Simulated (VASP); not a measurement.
# I (P1) in VASP: single point with r2SCAN

Aim: the single point of I with r2SCAN.

Program: VASP 6.6.1. These are calculated values, not measurements. Logs are shortened: lines on timing, memory, paths and dates and some standing lists are left out, and cuts for length are marked.

### Step 1. The structure

The typed cell holds 8 atoms: a = 6.353 Å, b = 9.452 Å, c = 6.150 Å, α = 101.43°, β = 79.97°, γ = 108.91°.

The cell was built by a generator and needn't be a form met in nature.

### Step 2. Single point, r2SCAN

File POSCAR:

```
I
1.0
    6.3528085500     -0.0809260600      0.0003467600
   -2.9658526400      7.6808290200      4.6430396300
    1.0212920800     -3.9090809100      4.6369572000
I
8
Direct
    0.0175030000      0.1758600000      0.8651380000
    0.9821620000      0.8247910000      0.2102100000
    0.3002560000      0.1748720000      0.1776060000
    0.7659150000      0.8836940000      0.8329200000
    0.2751870000      0.4424300000      0.7248460000
    0.7108430000      0.5431390000      0.2406410000
    0.2236570000      0.8180560000      0.4694070000
    0.7372930000      0.1768890000      0.5109360000
```

File INCAR.step1:

```
SYSTEM = I
  ALGO = Normal
  EDIFF = 1E-4
  ENCUT = 520
  GGA = PE
  ISMEAR = -1
  LASPH = .TRUE.
  LCHARG = .FALSE.
  LREAL = .FALSE.
  LWAVE = .TRUE.
  NBANDS = 38
  NELM = 100
  PREC = Accurate
  SIGMA = 0.1
```

File INCAR.step2:

```
SYSTEM = I
  ALGO = Normal
  EDIFF = 1E-6
  ENCUT = 520
  ISIF = 2
  ISMEAR = -1
  ISTART = 1
  LASPH = .TRUE.
  LCHARG = .FALSE.
  LMIXTAU = .TRUE.
  LREAL = .FALSE.
  LWAVE = .FALSE.
  METAGGA = R2SCAN
  NBANDS = 38
  NELM = 100
  PREC = Accurate
  SIGMA = 0.1
```

File KPOINTS:

```
Automatic mesh
0
Gamma
  3 2 3
  0 0 0.5
```

Potentials or basis: VASP PAW PBE potentials, release 64 (I).

Run with:

```
> cat potpaw_PBE.64/I/POTCAR > POTCAR
> cp INCAR.step1 INCAR
> mpirun -np 1 vasp_std > vasp.out
> cp INCAR.step2 INCAR
> mpirun -np 1 vasp_std > vasp.out
```

OUTCAR:

```text
SYSTEM = I
   EDIFF = 1E-6
   ENCUT = 520
   ISIF = 2
   ISMEAR = -1
   ISTART = 1
   LASPH = .TRUE.
   LREAL = .FALSE.
   METAGGA = R2SCAN
   NELM = 100
   PREC = Accurate

 ion  position               nearest neighbor table
   1  0.018  0.176  0.865-   4 2.69   5 2.73   3 2.85   8 3.05
   2  0.982  0.825  0.210-   7 2.42   6 2.68   4 3.11   3 3.30
   3  0.300  0.175  0.178-   1 2.85   2 3.30
   4  0.766  0.884  0.833-   1 2.69   2 3.11   7 3.49
   5  0.275  0.442  0.725-   1 2.73
   6  0.711  0.543  0.241-   2 2.68
   7  0.224  0.818  0.469-   2 2.42   4 3.49
   8  0.737  0.177  0.511-   1 3.05

  LATTYP: Found a triclinic cell.
 ALAT       =    12.8234904871
 B/A-ratio  =     0.6266658384
 C/A-ratio  =     1.4222112694
 COS(alpha) =     0.0195023807
 COS(beta)  =     0.3446194580
 COS(gamma) =     0.9276775574

  Lattice vectors:

 A1 = (   4.3102243900,   7.7372357600,  -9.2735676400)
 A2 = (   5.3315164700,   3.8281548500,  -4.6366104400)
 A3 = ( -11.7823486200,   0.2991849200, -13.9176475500)

Analysis of symmetry for initial positions (statically):
=====================================================================
 Subroutine PRICEL returns:
 Original cell was already a primitive cell.

 Routine SETGRP: Setting up the symmetry group for a
 triclinic supercell.

 Subroutine GETGRP returns: Found  1 space group operations
 (whereof  1 operations were pure point group operations)
 out of a pool of  2 trial point group operations.

The static configuration has the point symmetry C_1 .

Analysis of symmetry for dynamics (positions and initial velocities):
=====================================================================
 Subroutine PRICEL returns:
 Original cell was already a primitive cell.

 Routine SETGRP: Setting up the symmetry group for a
 triclinic supercell.

 Subroutine GETGRP returns: Found  1 space group operations
 (whereof  1 operations were pure point group operations)
 out of a pool of  2 trial point group operations.

The dynamic configuration has the point symmetry C_1 .

 Subroutine INISYM returns: Found  1 space group operations
 (whereof  1 operations are pure point group operations),
 and found     1 'primitive' translations

----------------------------------------------------------------------------------------

                                     Primitive cell

  volume of cell :     340.0678

  direct lattice vectors                    reciprocal lattice vectors
     6.352808550 -0.080926060  0.000346760     0.158102876  0.054384546  0.011025414
    -2.965852640  7.680829020  4.643039630     0.001099472  0.086621990  0.072782532
     1.021292080 -3.909080910  4.636957200    -0.001112738 -0.086739681  0.142779838

  length of vectors
     6.353323982  9.452472339  6.150229520     0.167558223  0.113145371  0.167066133

  position of ions in fractional coordinates (direct lattice)
     0.017503000  0.175860000  0.865138000
     0.982162000  0.824791000  0.210210000
     0.300256000  0.174872000  0.177606000
     0.765915000  0.883694000  0.832920000
     0.275187000  0.442430000  0.724846000
     0.710843000  0.543139000  0.240641000
     0.223657000  0.818056000  0.469407000
     0.737293000  0.176889000  0.510936000

  ion indices of the primitive-cell ions
   primitive index   ion index
                 1           1
                 2           2
                 3           3
                 4           4
                 5           5
                 6           6
                 7           7
                 8           8

----------------------------------------------------------------------------------------

 KPOINTS: Automatic mesh

Automatic generation of k-mesh.
 Grid dimensions read from file:
 generate k-points for:    3    2    3

 Generating k-lattice:

  Cartesian coordinates                     Fractional coordinates (reciprocal lattice)
     0.052700959  0.018128182  0.003675138     0.333333333 -0.000000000  0.000000000
     0.000549736  0.043310995  0.036391266     0.000000000  0.500000000  0.000000000
    -0.000370913 -0.028913227  0.047593279    -0.000000000  0.000000000  0.333333333

  Length of vectors
     0.055852741  0.056572685  0.055688711

  Shift w.r.t. Gamma in fractional coordinates (k-lattice)
     0.000000000  0.000000000  0.500000000

 Subroutine IBZKPT returns following result:
 ===========================================

 Found     10 irreducible k-points:

 Following reciprocal coordinates:
            Coordinates               Weight
 -0.000000  0.000000  0.166667      2.000000
  0.333333  0.000000  0.166667      2.000000
 -0.333333  0.000000  0.166667      2.000000
  0.000000  0.500000  0.166667      2.000000
  0.333333  0.500000  0.166667      2.000000
 -0.333333  0.500000  0.166667      2.000000
 -0.000000 -0.000000  0.500000      1.000000
  0.333333  0.000000  0.500000      2.000000
  0.000000  0.500000  0.500000      1.000000
  0.333333  0.500000  0.500000      2.000000
   k-points           NKPTS =     10   k-points in BZ     NKDIM =     10   number of bands    NBANDS=     38
   number of dos      NEDOS =    301   number of ions     NIONS =      8
   total plane-waves  NPLWV = 161280
   dimension x,y,z NGX =    48 NGY =   70 NGZ =   48
   dimension x,y,z NGXF=    96 NGYF=  140 NGZF=   96
   ions per type =               8
   NGX,Y,Z   is equivalent  to a cutoff of  12.56, 12.31, 12.97 a.u.
   NGXF,Y,Z  is equivalent  to a cutoff of  25.12, 24.62, 25.95 a.u.
 SYSTEM =  I
   PREC   = accura    normal or accurate (medium, high low for compatibility)
   ISTART =      1    job   : 0-new  1-cont  2-samecut
   ICHARG =      0    charge: 1-file 2-atom 10-const
   ISPIN  =      1    spin polarized calculation?
   LNONCOLLINEAR =      F non collinear calculations
   LSORBIT =      F    spin-orbit coupling
   LASPH  =      T    aspherical Exc in radial PAW
   ENCUT  =  520.0 eV  38.22 Ry    6.18 a.u.  11.81 17.58 11.44*2*pi/ulx,y,z
   NELM   =    100;   NELMIN=  2; NELMDL=  0     # of ELM steps
   EDIFF  = 0.1E-05   stopping-criterion for ELM
   LREAL  =      F    real-space projection
   EDIFFG = 0.1E-04   stopping-criterion for IOM
   NSW    =      0    number of steps for IOM
   IBRION =     -1    ionic relax: 0-MD 1-quasi-New 2-CG
   NFREE  =      0    steps in history (QN), initial steepest desc. (CG)
   ISIF   =      2    stress and relaxation
   ISYM   =      2    0-nonsym 1-usesym 2-fastsym
   POTIM  = 0.5000    time-step for ionic-motion
   TEBEG  =    0.0;   TEEND  =   0.0 temperature during run
   PSTRESS=    0.0 pullay stress
   NELECT =      56.0000    total number of electrons
   NUPDOWN=      -1.0000    fix difference up-down
   EMIN   =  10.00;   EMAX   =-10.00  energy-range for DOS
   EFERMI =   0.00;   METHOD = LEGACY
   ISMEAR =    -1;   SIGMA  =   0.10  broadening in eV -4-tet -1-fermi 0-gaus
   EFERMI_NEDOS =   21; number of points for ismear=-14 and -15
   IALGO  =     38    algorithm
   IMIX   =      4    mixing-type and parameters
     AMIX     =   0.40;   BMIX     =  1.00
     AMIX_MAG =   1.60;   BMIX_MAG =  1.00
  volume/ion in A,a.u.               =      42.51       286.86
  Fermi-wavevector in a.u.,A,eV,Ry     =   0.897323  1.695695 10.955266  0.805189
  Thomas-Fermi vector in A             =   2.019893
   LORBIT       =      0    0 simple, 1 ext, 2 COOP (PROOUT), +10 PAW based schemes
   METAGGA = R2SCAN    functional components
   LHFCALC =     F    Hartree Fock is set to
   AEXX    =    0.0000 exact exchange contribution
   IVDW    =     0    specifies the selected vdW correction
   LEPSILON=     F    determine dielectric tensor
   LRPA    =     F    only Hartree local field effects (RPA)
 non-spin polarized calculation
  energy-cutoff  :      520.00
  volume of cell :      340.07
 maximum number of plane-waves:      9178
   NGX = 23   NGY = 35   NGZ = 23

 number of electron      55.9999998 magnetization

 Free energy of the ion-electron system (eV)
  ---------------------------------------------------
  ext. energy  EPLUGINS =         0.00000000
  ---------------------------------------------------
  free energy    TOTEN  =      -193.27850496 eV

  energy without entropy =     -193.25725906  energy(sigma->0) =     -193.26788201

 E-fermi :   2.9182     XC(G=0):  -8.2772

 val. band max:        2.5041780158   @ k =   0.0000   0.5000   0.1667
 cond. band min:       3.2329230193   @ k =   0.0000   0.5000   0.5000
 fundamental gap:      0.7287450035
 Fermi energy:         2.9182168776

 k-point     1 :      -0.0000    0.0000    0.1667
  band No.  band energies     occupation
      1     -13.8199      2.00000
      2     -12.6366      2.00000
      3     -10.4841      2.00000
      4     -10.2324      2.00000
      5      -9.8979      2.00000
      6      -9.1114      2.00000
[... 30 lines left out ...]
     37       9.2929      0.00000
     38       9.3653      0.00000

 k-point     2 :       0.3333    0.0000    0.1667
  band No.  band energies     occupation
      1     -13.8036      2.00000
      2     -12.6256      2.00000
      3     -10.5575      2.00000
      4     -10.2388      2.00000
      5      -9.9520      2.00000
      6      -9.0534      2.00000
[... 30 lines left out ...]
     37       9.0142      0.00000
     38       9.2753      0.00000

 k-point     3 :      -0.3333    0.0000    0.1667
  band No.  band energies     occupation
      1     -13.8042      2.00000
      2     -12.6251      2.00000
      3     -10.5739      2.00000
      4     -10.1627      2.00000
      5      -9.9380      2.00000
      6      -9.2001      2.00000
[... 30 lines left out ...]
     37       9.4031      0.00000
[... 207 lines left out ...]
 k-point     9 :       0.0000    0.5000    0.5000
  band No.  band energies     occupation
      1     -13.7698      2.00000
      2     -12.6299      2.00000
      3     -10.6208      2.00000
      4     -10.2475      2.00000
      5     -10.0394      2.00000
      6      -9.0504      2.00000
[... 30 lines left out ...]
     37       9.1635      0.00000
     38       9.8293      0.00000

 k-point    10 :       0.3333    0.5000    0.5000
  band No.  band energies     occupation
      1     -13.7616      2.00000
      2     -12.6194      2.00000
      3     -10.5993      2.00000
      4     -10.2164      2.00000
      5     -10.0246      2.00000
      6      -9.1996      2.00000
[... 30 lines left out ...]
     37       9.3415      0.00000
     38       9.5102      0.00000

------------------------ aborting loop because EDIFF is reached ----------------------------------------

  FORCE on cell =-STRESS in cart. coord.  units (eV):
  Direction    XX          YY          ZZ          XY          YZ          ZX
  --------------------------------------------------------------------------------------
  -------------------------------------------------------------------------------------
  Total       13.5224314     14.8409786      9.1896158     -0.2893703      1.4354076      6.2360848
  in kB       63.7088683     69.9210019     43.2954700     -1.3633237      6.7627035     29.3803604
  external PRESSURE =      58.9751134 kB  Pullay stress =       0.0000000 kB

 VOLUME and BASIS-vectors are now :
 -----------------------------------------------------------------------------
  energy-cutoff  :      520.00
  volume of cell :      340.07
      direct lattice vectors                 reciprocal lattice vectors
     6.352808550 -0.080926060  0.000346760     0.158102876  0.054384546  0.011025414
    -2.965852640  7.680829020  4.643039630     0.001099472  0.086621990  0.072782532
     1.021292080 -3.909080910  4.636957200    -0.001112738 -0.086739681  0.142779838

 POSITION                                       TOTAL-FORCE (eV/Angst)
 -----------------------------------------------------------------------------------
      0.47318     -2.03256      4.82814        -0.373008      1.687903     -0.097558
      4.00796      5.43387      4.80461        -2.809905      2.658972     -1.951800
      1.57021      0.62459      1.63559         0.763659     -0.190648      0.106579
      3.09546      3.46957      7.96551        -1.852564     -2.285186     -0.878717
      1.17631      0.54248      5.41540         0.398161      1.189817      1.029688
      3.15074      3.17355      3.63790        -0.573286     -0.805529     -0.696379
     -0.52598      4.43030      5.97496         4.655554     -2.112521      2.203222
      4.68107     -0.69830      3.19075        -0.208609     -0.142810      0.284965
 -----------------------------------------------------------------------------------
    total drift:                               -0.000006     -0.000143      0.000199

  FREE ENERGIE OF THE ION-ELECTRON SYSTEM (eV)
  ---------------------------------------------------
  free  energy   TOTEN  =      -193.2785049583 eV

  energy  without entropy=     -193.2572590554  energy(sigma->0) =     -193.26788201
```

It took 4.4 min on 1 thread of Intel Xeon Platinum 8488C (Sapphire Rapids), shared host; peak memory 0.43 GiB.

Results:

- Free energy: -193.2785 eV
- Pressure: 5.9 GPa
- Largest force: 5.567 eV/Å
- Band gap on the k mesh: 0.73 eV, indirect (least direct gap 0.74 eV)

Forces on the atoms (eV/Å):
```
I   -0.373  1.688 -0.098
I   -2.810  2.659 -1.952
I    0.764 -0.191  0.107
I   -1.853 -2.285 -0.879
I    0.398  1.190  1.030
I   -0.573 -0.806 -0.696
I    4.656 -2.113  2.203
I   -0.209 -0.143  0.285
```

Stress tensor (GPa, compression positive):
```
 6.37 -0.14  2.94
-0.14  6.99  0.68
 2.94  0.68  4.33
```

Caveat: the PAW data sets were made with another functional, which shifts forces and pressure a little; spin-orbit coupling is left out, which moves the levels of the heavy elements.
